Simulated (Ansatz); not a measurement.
**A film clamped to a substrate in SiC**

Computed with DFT PBE, scalar-relativistic, plane waves, PAW in Ansatz 0.2.0. The runs took a 420 eV cutoff, a Γ-centred 10×10×10 mesh and Gaussian smearing (0.05 eV). No spin polarisation. Energies are free energies at this smearing, counted from the undisturbed cell; pressure is positive in compression.

The starting cell (relaxed at this level):

```yaml
crystal:
  lattice:
    - [0.00000, 2.18986, 2.18986]
    - [2.18986, 0.00000, 2.18986]
    - [2.18986, 2.18986, 0.00000]
  atoms:
    - { symbol: Si, position: [0.00000, 0.00000, 0.00000] }
    - { symbol: C, position: [0.75000, 0.75000, 0.75000] }
```

The cell (2 atoms, V0 = 21.00 Å³) is strained by p along both x and y and by q along z, fractional coordinates fixed. τp = (1/V0) ∂E/∂p = (σxx + σyy)(1 + p)(1 + q) and τq = (1/V0) ∂E/∂q = σzz(1 + p)², with tension positive.

```csv
p,q,ΔE (meV/atom),τp (GPa),τq (GPa)
0.000,0.000,0.00,-0.01,0.00
-0.025,0.000,22.04,-27.56,-6.89
0.025,0.000,19.90,23.66,5.88
0.000,-0.025,7.95,-6.94,-9.71
0.000,0.025,7.79,5.82,9.44
```

Task: Get the second derivatives of the energy density.

Result: Central differences give A = ∂τp/∂p = 1024 GPa (C11 + C22 + 2 C12), C = ∂τq/∂q = 383 GPa (C33) and the cross term B = ∂τq/∂p = 255 GPa (C13 + C23); ∂τp/∂q = 255 GPa must equal B, and any difference shows higher-order terms. The ions are clamped. In a cubic crystal C11 = C = 383, C12 = B/2 = 128 GPa and A should be 2(C11 + C12) = 1021 GPa; the bulk modulus is (C11 + 2 C12)/3 = 213 GPa.

Task: A film of this crystal grows with z along the normal on a substrate that imposes p. How does its thickness respond, and what does the misfit cost?

Result: Count p and q from the stress-free cell. A free surface needs τq = 0, so q = −(B/C) p = -0.67 p. The energy density left is (A − B²/C) p²/2 = M p², with the biaxial modulus M = 427 GPa; a misfit of 1 % costs 2.80 meV/atom, against 3.36 meV/atom if the thickness were held.

At p = -0.050 the energies along q are 181.9 (q = -0.050), 127.1 (q = -0.025), 92.8 (q = 0.000), 78.2 (q = 0.025), 82.6 (q = 0.050) meV/atom.

Task: Does the linear rule hold at this misfit?

Result: A parabola through the lowest point and its neighbours has its minimum at q = 0.032, 77.5 meV/atom. With the stress left in the starting cell, τp0 and τq0, linear elasticity gives q = −(τq0 + Bp)/C = 0.033 and E = V0(τp0 p + τq0 q + Ap²/2 + Bpq + Cq²/2)/N = 70.0 meV/atom. The energies differ by more than a tenth, so the quadratic law fails here: the gap holds the anharmonic part, with some error from the wide steps. Cubic terms also shift the vertex of so wide a parabola.

The film recovers only a modest part of the misfit energy by changing its thickness, 2.80 against 3.36 meV/atom, because C12 is small beside C11. This is typical of directional sp³ bonding: resistance to bond bending as well as stretching keeps the crystal from deforming at nearly constant volume, so in-plane compression leaves the film denser despite its expansion along the normal. Holding the fractional coordinates fixed costs nothing here, since strain along the cubic axes leaves the zinc-blende sites fixed by symmetry.

At the larger compression the linear rule still places the thickness well, 0.033 against 0.032, but underestimates the energy. The small strains already show the same asymmetry, with compression costing more than equal extension, as expected when short-range repulsion stiffens shortened bonds. Under tensile misfit the leading cubic correction changes sign, so the quadratic law would probably overestimate the cost. The biaxial modulus applies to a (001) film; a (111) film would also bring in the shear constant C44, which these strains don't probe.
